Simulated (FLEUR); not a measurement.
Crystal: BaS.

```
Ba S
1.0
     0.00000    3.19375    3.19375
     3.19375    0.00000    3.19375
     3.19375    3.19375    0.00000
Ba S
1 1
Direct
  0.00000 0.00000 0.00000
  0.50000 0.50000 0.50000
```

- Program: FLEUR MaX-R8.1 (later development tree)
- Task: single point
- Functional: PBE
- Potentials or basis: all-electron
- Basis: FLAPW
- Kmax: 3.8 1/bohr
- k mesh: 7 × 7 × 7
- Occupations: fermi-dirac, width 0.05 eV
- Spin: no spin polarisation
- Gmax: 11.8 1/bohr
- Muffin-tin radii: Ba 2.66, S 2.62 bohr
- lmax: Ba 11, S 11
- Local orbitals a species: Ba 6, S 4
- Max iterations: 60
- Mixing factor: 0.05
- Mixer: Anderson
- Mixer history: 15
- Density convergence: 1e-05 me/bohr^3

On this cell: largest force zero by symmetry; band gap on the k mesh 2.26 eV, indirect (least direct gap 2.38 eV).

The same run follows on a disturbed copy (atoms moved at random, drawn with an rms of 0.05 Å):

```
Ba S
1.0
     0.00000    3.19375    3.19375
     3.19375    0.00000    3.19375
     3.19375    3.19375    0.00000
Ba S
1 1
Direct
  0.99913 0.00938 0.00649
  0.50343 0.49802 0.49997
```

Question: What does the disturbed cell give?

Answer: The energy moves by +1.8 meV/atom; largest force 0.120 eV/Å; band gap on the k mesh 2.27 eV, indirect (least direct gap 2.38 eV).

Forces in eV/Å, atoms in the order of the input:
```
Ba  -0.110 -0.013 -0.043
S    0.111  0.014  0.043
```

Caveats: spin-orbit coupling is left out, which moves the levels of the heavy elements; an odd mesh through Γ misses points on the zone boundary, where band edges often lie.
